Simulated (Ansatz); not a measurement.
**Stack of honeycomb BAs under 2H-MoTe2, shifted by a third of the diagonal in a perpendicular field**

Aim: how the stack of honeycomb BAs under 2H-MoTe2, shifted by a third of the diagonal screens a field along its normal, and what the field does to its bands. A positive field points along +c.

Calculated with Ansatz 0.2.0; plane-wave DFT, PBE-D3(BJ), Ansatz PAW.

This is a report of a sequence of runs, with most program output left out.

## 1. Starting point

The cell holds 5 atoms: 1 As, 1 B, 2 Te and 1 Mo. Cell: a = 3.470 Å, b = 3.470 Å, c = 44.824 Å, α = 90.0°, β = 90.0°, γ = 120.0°. Regions: layer 1: honeycomb BAs, 2 atoms (1 As and 1 B); layer 2: 2H-MoTe2, 3 atoms (2 Te and 1 Mo). Vacuum lies along c.

## 2. Relaxing the slab

The starting cell is a guess, so the in-plane lattice and the atoms are relaxed first, with the slab cut off from its images along the normal.

Input file input.yaml:

```yaml
crystal:
  lattice:
    - [3.47, 0.0, 0.0]
    - [-1.735, 3.0051081511, 0.0]
    - [0.0, 0.0, 44.8241026316]
  atoms:
    - { symbol: As, position: [0.6666666667, 0.3333333333, 0.4227636224] }
    - { symbol: B, position: [0.3333333333, 0.6666666667, 0.4227636224] }
    - { symbol: Te, position: [0.6666666667, 0.3333333333, 0.4930383143] }
    - { symbol: Mo, position: [0.3333333333, 0.6666666667, 0.5351373459] }
    - { symbol: Te, position: [0.6666666667, 0.3333333333, 0.5772363776] }
  periodic: [true, true, false]
kpoints:
  mp_grid: { grid: [12, 12, 1] }
hamiltonian:
  xc: pbe
  dispersion: d3bj
scf:
  occupations: { method: fermi_dirac, width: 0.05 }
  convergence: { dr2_threshold: 1.0e-09 }
relax:
  f_tol: 0.004
  max_steps: 90
  cell: {}
output:
  write_potential: true
  write_density: true
  volumetric_format: npy
```

Command:

```sh
$ ansatz run input.yaml --threads 2 --pin off --max-ram 4096MiB --backend cpu --events-out ev --progress --plain --runs-dir out
```

It took 4.1 min on 2 threads of Arm Neoverse N1, shared host; peak memory 0.79 GiB.

Relaxation path:

```csv
step,energy less that of the first step (eV),largest force component (eV/Å),volume (Å³)
1,0.0000,1.3453,467.41
2,-0.0771,1.1934,462.54
3,-0.2258,0.1660,461.20
4,-0.2458,0.1072,458.32
5,-0.2478,0.0420,455.92
6,-0.2481,0.0035,455.75
7*,-0.2474,0.0035,455.75
```

Relaxation steps marked * repeat the geometry before them on a plane-wave basis chosen anew for their cell, so energy and pressure can jump there.

The run keeps the 6 symmetry operations that it works with, so distortions that break them were not tested.

```csv
cell as run,before,after,change
a (Å),3.470,3.426,-1.3 %
b (Å),3.470,3.426,-1.3 %
```

The atoms that moved most (Å, along periodic axes as changes of fractional coordinates times the final cell, across vacuum about the mean position):

```csv
atom,dx,dy,dz,length
B2,0.000,0.000,-0.391,0.391
As1,0.000,0.000,-0.370,0.370
Te3,0.000,0.000,0.294,0.294
Mo4,0.000,0.000,0.254,0.254
Te5,0.000,0.000,0.213,0.213
```

Final coordinates:

```xyz
5
Lattice="3.4264 0.0000 0.0000 -1.7132 2.9674 0.0000 0.0000 0.0000 44.8241" Properties=species:S:1:pos:R:3
As    1.7132    0.9891   18.5799
B     0.0000    1.9783   18.5586
Te    1.7132    0.9891   22.3942
Mo    0.0000    1.9783   24.2412
Te    1.7132    0.9891   26.0873
```

This step gave:

```yaml
energy_at_zero_smearing: -23929.6653 eV
```

The lattice constant a goes from 3.470 to 3.426 Å.

## 3. Single point, field 0, start network

A sawtooth potential applies the field, turning back in the middle of the vacuum. With the dipole correction the typed value is the field outside the slab. The induced dipole is small, so the SCF threshold is tight.

The cell differs from the one that the last finished run ended in (c 44.824 → 25.529 Å).

Input file input.yaml:

```yaml
crystal:
  lattice:
    - [3.4264338101, 0.0, 0.0]
    - [-1.7132169051, 2.9673787239, 0.0]
    - [0.0, 0.0, 25.5287216471]
  atoms:
    - { symbol: As, position: [0.6666666667, 0.3333333333, 0.353380903] }
    - { symbol: B, position: [0.3333333333, 0.6666666667, 0.3525440923] }
    - { symbol: Te, position: [0.6666666667, 0.3333333333, 0.5027919671] }
    - { symbol: Mo, position: [0.3333333333, 0.6666666667, 0.5751408149] }
    - { symbol: Te, position: [0.6666666667, 0.3333333333, 0.6474559077] }
kpoints:
  mp_grid: { grid: [18, 18, 1] }
  band_path:
    path: [[0, 0, 0], [0.5, 0, 0], [0.33333333, 0.33333333, 0], [0, 0, 0]]
    npoints: 16
hamiltonian:
  xc: pbe
  dispersion: d3bj
scf:
  occupations: { method: fermi_dirac, width: 0.02585 }
  convergence: { dr2_threshold: 1.0e-10 }
efield:
  axis: 3
  dipole_correction: true
  ramp_position: 0.97
  ramp_width: 0.06
  amplitude: 0
output:
  dos: { projected: true, e_range: [-6, 5] }
  write_potential: true
  write_density: true
  volumetric_format: npy
  elf: true
```

Run time: 61 s. Hardware: 2 threads; peak memory 0.73 GiB; 2 min of CPU time.

Numbers from this step:

```yaml
dipole_along_the_normal: -0.001786 e·Å
gap_along_the_path: 0.4396 eV
smallest_direct_gap_along_the_path: 0.4396 eV
step_between_the_vacuum_levels: 0.03178 eV
ionisation_energy_upper_face: 4.746 eV
electron_affinity_upper_face: 4.307 eV
ionisation_energy_lower_face: 4.714 eV
gap_the_smaller_of_path_and_mesh: 0.4396 eV
```

Running mean over a fixed 2.7 Å (it still follows the layers) of the planar mean; the ramp of the sawtooth is left out. Electron's electrostatic potential energy less the Fermi level against z:

z (Å), electron's electrostatic potential energy less the Fermi level (eV) and a bar from the least value:
```
      3.0       4.48 ##############################
      3.5       4.48 ##############################
      4.0       4.48 ##############################
      4.5       4.48 ##############################
      5.0       4.48 ##############################
      5.5       4.46 ##############################
      6.0       4.41 ##############################
      6.5       4.17 #############################
      7.0       3.20 ###########################
      7.5       0.90 ######################
      8.0      -1.78 ################
      8.5      -3.63 ###########
      9.0      -4.11 ##########
      9.5      -3.74 ###########
     10.0      -2.05 ###############
     10.5       0.20 ####################
     11.0       1.14 ######################
     11.5       1.04 ######################
     12.0       0.09 ####################
     12.5      -1.56 ################
     13.0      -3.67 ###########
     13.5      -6.22 #####
     14.0      -7.70 ##
     14.5      -8.52 
     15.0      -8.35 
     15.5      -7.38 ###
     16.0      -5.61 #######
     16.5      -2.97 #############
     17.0      -1.07 #################
     17.5       0.61 #####################
     18.0       1.65 #######################
     18.5       2.99 ##########################
     19.0       4.11 #############################
     19.5       4.41 ##############################
     20.0       4.49 ##############################
     20.5       4.51 ##############################
     21.0       4.51 ##############################
     21.5       4.51 ##############################
     22.0       4.51 ##############################
     22.5       4.51 ##############################
```

The density of states has structure finer than the step of the table below, so its rows give means over 0.25 eV, whole bins alone (the curve runs from -6 to 2.19 eV). Peaks (eV: height): -3.680: 8.51, -2.250: 6.62, -1.340: 7.19, -1.010: 7.93, -0.900: 6.61, 1.750: 8.29, 2.020: 6.82.

Density of states against energy, zero at the Fermi level of the run, which the smearing sets inside the gap; means over each step:

energy (eV), density of states (states/eV a cell) and a bar:
```
    -5.75       1.50 #######
    -5.50       1.51 #######
    -5.25       3.11 ###############
    -5.00       3.92 ###################
    -4.75       3.27 ################
    -4.50       2.44 ############
    -4.25       2.17 ##########
    -4.00       2.35 ###########
    -3.75       6.21 ##############################
    -3.50       3.18 ###############
    -3.25       2.53 ############
    -3.00       4.12 ####################
    -2.75       3.00 ##############
    -2.50       3.69 ##################
    -2.25       4.99 ########################
    -2.00       2.27 ###########
    -1.75       3.00 ###############
    -1.50       4.49 ######################
    -1.25       4.23 ####################
    -1.00       4.23 ####################
    -0.75       1.59 ########
    -0.50       3.71 ##################
    -0.25       1.34 ######
     0.00       0.00 
     0.25       0.07 
     0.50       0.30 #
     0.75       0.75 ####
     1.00       2.90 ##############
     1.25       3.92 ###################
     1.50       3.26 ################
     1.75       5.35 ##########################
     2.00       5.60 ###########################
```

Projected DOS per atom over height of the atomic layer and energy from the Fermi level. Layers: BAs Te Mo Te from below.

Ten even steps from '0' (0.00 states/eV) to '9' (2.48 states/eV), each cell a mean:
```
2393
0292
1192
1020
0000
0000
0131
0151
0272
1473
0243
1243
2343
2233
1233
2544
2212
2101
1323
1434
1111
1101
```
Columns: height of the atomic layer (Å) from 9.01 to 16.5 (not evenly spaced); rows upwards: energy from the Fermi level (eV) from -5.96 to 2.14.

The electronic bands at the labelled points (eV, zero at the Fermi level of the run, which the smearing sets inside the gap):

```csv
point,band 29,band 30,band 31,band 32,band 33,band 34,band 35,band 36
Γ,-1.70,-1.02,-0.91,-0.91,2.75,3.21,3.21,3.47
halfway,-1.79,-1.53,-1.18,-0.99,1.20,2.10,2.14,2.49
M,-2.32,-1.51,-0.99,-0.25,0.85,1.47,1.67,1.80
halfway,-2.43,-2.19,-1.12,-0.39,0.74,1.39,2.04,2.06
K,-3.21,-2.26,-0.48,-0.23,0.21,1.17,1.39,2.53
halfway,-2.67,-1.73,-1.11,-0.71,0.96,1.76,1.82,3.29
Γ,-1.70,-1.02,-0.91,-0.91,2.75,3.21,3.21,3.47
```

Valence density in the ca plane at fractional y = 0.333, with atoms of As and Te within 0.2 Å of it. It is the smooth field of the valence electrons, not physical close to the nuclei.

Ten steps, logarithmic in the rise over the least value, from '0' (0 e/Å³) to '9' (28 e/Å³), each cell a mean:
```
00000000000000000001123210000012332111111233
00000000000000000001357521000124664211112466
00000000000000000001489741000136886211112688
00000000000000000001479731000136875211112578
00000000000000000001244321000123543211112345
00000000000000000000122210000011222111111222
00000000000000000000111100000000111112211111
00000000000000000000111100000000011112211110
00000000000000000000111110000001111111111111
```
Columns run along c (16.0 Å, from fractional 0.04 to 0.67 of the cell), rows up along a (3.4 Å). Atoms in or near the plane, at fractional coordinates: As at (0.35, 0.67), Te at (0.50, 0.67), Te at (0.65, 0.67).

ELF in the ca plane at fractional y = 0.333, with atoms of As and Te within 0.2 Å of it. It is the smooth field of the valence electrons, not physical close to the nuclei.

Values, 5 rows by 16 columns, each cell a mean:
```
0.00 0.00 0.00 0.00 0.00 0.06 0.44 0.62 0.58 0.39 0.46 0.48 0.43 0.31 0.43 0.36
0.00 0.00 0.00 0.00 0.00 0.12 0.58 0.47 0.34 0.45 0.53 0.24 0.19 0.32 0.39 0.06
0.00 0.00 0.00 0.00 0.00 0.07 0.45 0.61 0.56 0.39 0.47 0.47 0.41 0.31 0.43 0.33
0.00 0.00 0.00 0.00 0.00 0.01 0.18 0.52 0.57 0.20 0.14 0.40 0.41 0.22 0.25 0.43
0.00 0.00 0.00 0.00 0.00 0.01 0.16 0.51 0.56 0.19 0.12 0.38 0.39 0.22 0.24 0.42
```
Columns run along c (16.0 Å, from fractional 0.04 to 0.67 of the cell), rows up along a (3.4 Å). Atoms in or near the plane, at fractional coordinates: As at (0.35, 0.67), Te at (0.50, 0.67), Te at (0.65, 0.67).

Electrostatic potential energy in the ca plane at fractional y = 0.333, with atoms of As and Te within 0.2 Å of it. With pseudopotentials it is smooth inside the atoms' cores, unlike the true potential.

Ten even steps from '0' (-16 eV) to '9' (26 eV), each cell a mean:
```
55555543101245554310003444431000345555555555
55555541132034554117711344411672145555555555
55555430597024553069950344304996035555555555
55555530375024554049940344303995035555555555
55555542000145554202202444420220245555555555
55555544322345554421123333332112445555555555
55555554434455555444444321344444455555555555
55555554434455555544444311244444555555555555
55555554333445555443334322343334455555555555
```
Columns run along c (16.0 Å, from fractional 0.23 to 0.85 of the cell; values clipped at the 3rd and 97th percentile), rows up along a (3.4 Å). Atoms in or near the plane, at fractional coordinates: As at (0.35, 0.67), Te at (0.50, 0.67), Te at (0.65, 0.67).

The gap is 0.44 eV, with the valence edge 4.75 eV and the conduction edge 4.31 eV under the upper vacuum level. Spin-orbit coupling, left out in this run, matters for the bands of elements this heavy.

## 4. Atoms held, field 0.1 V/Å

input.yaml: that of step 3 with these lines changed.

```diff
@@ -25,7 +25,6 @@
   dipole_correction: true
-  ramp_position: 0.97
-  ramp_width: 0.06
-  amplitude: 0
+  ramp_position: 0.964
+  ramp_width: 0.0804
+  amplitude: 0.1
 output:
-  dos: { projected: true, e_range: [-6, 5] }
   write_potential: true
@@ -33,2 +32 @@
   volumetric_format: npy
-  elf: true
```

Elapsed: 65 s, on 2 threads; peak memory 0.72 GiB; 2.1 min of CPU time.

The dipole is 0.0510 e·Å, 0.0528 e·Å from its value without field, and the gap 0.349 eV.

## 5. Single point, field -0.1 V/Å

input.yaml: that of step 4 with these lines changed.

```diff
@@ -27,3 +27,3 @@
   ramp_width: 0.0804
-  amplitude: 0.1
+  amplitude: -0.1
 output:
```

It took 66 s on 2 threads; peak memory 0.72 GiB; 2.2 min of CPU time.

The dipole is -0.0545 e·Å, -0.0527 e·Å from its value without field, and the gap 0.531 eV.

## 6. Response, atoms held

This step: plane-wave DFT, PBE-D3(BJ), Ansatz PAW; response to a field along the normal, atoms held (Ansatz 0.2.0).

The dipoles give the slope, and the difference of two potentials shows where the field is screened.

This step gave:

```yaml
equivalent_conductor_thickness_p_eps_0ae: 9.390 Å
distance_between_the_outer_atoms: 7.529 Å
```

The dipole of the cell by applied field:

```csv
applied field (V/Å),dipole of the cell (e·Å)
-0.1000,-0.0545
0.0000,-0.00179
0.1000,0.0510
```

Local field over the applied field, running mean. From the potentials at -0.1 and 0.1 V/Å; running mean over 2.8 Å. The local field over applied field by z:

z (Å), local field over applied field and a bar:
```
        5      0.991 ##############################
        6      0.933 ############################
        7      0.701 #####################
        8      0.380 ###########
        9      0.165 ####
       10      0.233 ######
       11      0.283 ########
       12      0.213 ######
       13      0.069 #
       14      0.031 
       15      0.027 
       16      0.056 #
       17      0.218 ######
       18      0.527 ################
       19      0.824 #########################
       20      0.967 #############################
       21      0.995 ##############################
```

Electrons, planar mean, per unit field. Table of induced electron density by z:

z (Å), induced electron density (e/Å³ per V/Å) and a bar from the least value:
```
      4.5    0.00001 ##############
      5.0    0.00003 ##############
      5.5    0.00009 ###############
      6.0    0.00027 ###############
      6.5    0.00073 #################
      7.0    0.00175 ######################
      7.5    0.00332 #############################
      8.0    0.00356 ##############################
      8.5    0.00059 #################
      9.0   -0.00015 ##############
      9.5   -0.00006 ##############
     10.0   -0.00241 ####
     10.5   -0.00177 ######
     11.0    0.00028 ################
     11.5    0.00205 #######################
     12.0    0.00172 ######################
     12.5    0.00059 #################
     13.0    0.00026 ###############
     13.5    0.00016 ###############
     14.0   -0.00032 #############
     14.5   -0.00025 #############
     15.0    0.00013 ###############
     15.5    0.00053 #################
     16.0   -0.00029 #############
     16.5   -0.00066 ###########
     17.0   -0.00079 ###########
     17.5   -0.00278 ##
     18.0   -0.00324 
     18.5   -0.00191 ######
     19.0   -0.00086 ##########
     19.5   -0.00035 #############
     20.0   -0.00013 ##############
     20.5   -0.00005 ##############
     21.0   -0.00002 ##############
```

The smaller of the gaps on the path and on the k-mesh, counted as 0 under 0.03 eV. Table of gap by applied field:

```csv
applied field (V/Å),gap (eV)
-0.1000,0.531
0.0000,0.440
0.1000,0.349
```

By hand: between -0.1 and 0.1 V/Å the dipole changes by 0.1055 e·Å, a slope of 0.5276 e·Å²/V. A perfect conductor of thickness t has p = ε₀AEt, so t = 180.95 × 0.5276 / 10.168 = 9.39 Å (e/ε₀ = 180.95 V·Å, A in Å²).

The induced dipole is that of a conductor 9.39 Å thick.

## 7. Summary of results

- gap without field: 0.440 eV
- ionisation energy, upper face: 4.75 eV
- electron affinity, upper face: 4.31 eV
- step between the vacuum levels: 0.0318 eV
- equivalent conductor thickness, atoms held: 9.39 Å

The induced dipole equals that of a perfect conductor 9.39 Å thick, while the outer atoms lie 7.53 Å apart; an out-of-plane ε follows only once a thickness t is chosen, by 1 − 1/ε = 9.39 Å / t. The two faces differ: the vacuum level above lies 0.03 eV higher than the one below. The gap goes from 0.44 eV to 0.53 eV at -0.1 V/Å. With the field reversed the gap is 0.35 eV at 0.1 V/Å. Semilocal functionals give gaps that are too small, and excitons are not included. Spin-orbit coupling is left out, which matters for the bands of elements this heavy.

[Logs are printed without paths, hosts, clocks, repeated set-up lines and the standing remarks that a program may print on its own settings, such as how far it seeks lower states.]

[Hosts, paths, dates, database ids (printed as entryN), source tags and the programs' standing remarks are cut or masked in the printed files.]

[Maps of the electrostatic potential energy from Ansatz leave out the sawtooth potential of an applied field or a dipole correction, so their vacuum need not be flat; planar profiles and work functions include it.]

[The density of states shown here was stored with 400 of the rows of the run's finer table, so its peaks can read low, often by over a quarter, or be missed, and its means over a window can be off by a tenth or more.]
